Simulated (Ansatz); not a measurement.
# NaCl (Fm-3m) at 2 levels of theory

One geometry, relaxed with PBE; plane waves with PAW potentials in Ansatz, scalar-relativistic. No spin polarisation. Gaps are the least over mesh and band path; pressure is positive in compression.

```yaml
crystal:
  lattice:
    - [0.00000, 2.84817, 2.84817]
    - [2.84817, 0.00000, 2.84817]
    - [2.84817, 2.84817, 0.00000]
  atoms:
    - { symbol: Na, position: [0.50000, 0.50000, 0.50000] }
    - { symbol: Cl, position: [0.00000, 0.00000, 0.00000] }
```

```json
{"level": "PBE", "cutoff (eV)": "420", "k mesh": "8×8×8", "gap (eV)": "4.99", "pressure (GPa)": "0.0"}
```

Question: What comes out on the same cell with r2SCAN?

Answer:
| level | cutoff (eV) | k mesh | gap (eV) | pressure (GPa) |
| --- | --- | --- | --- | --- |
| r2SCAN | 500 | 8×8×8 | 5.78 | -1.2 |

The cell was reached from a generator's guess, though it ends in a space group that the Crystallography Open Database lists for this formula.
